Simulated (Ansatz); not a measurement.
# Two structures of Si3N4 under several functionals

Plane-wave DFT in Ansatz with scalar-relativistic PAW potentials (420 eV, r2SCAN 500 eV). Each structure was relaxed within its symmetry at each level.
A. P6_3/m, 14 atoms in the computed cell, a = 7.664 Å, c = 2.926 Å; sites (symmetry × multiplicity) Si m.. × 6, N -6.. × 2 + m.. × 6
B. Fd-3m, 14 atoms in the computed cell, a = 7.789 Å; sites (symmetry × multiplicity) Si -43m × 8 + .-3m × 16, N .3m × 32
(cells at PBE)

Does the choice of functional change which is lower?

```tsv
level	E(B) − E(A) (meV/atom)	V(A) (Å³/atom)	V(B) (Å³/atom)
PBE	143	10.63	8.44
PBEsol	78	10.46	8.29
PBE+D3(BJ)	77	10.45	8.27
```

No: at every level A is lower; the difference varies by 67 meV/atom between levels. Functionals that bind more strongly (LDA, PBEsol, a dispersion term) tend to favour the denser structure.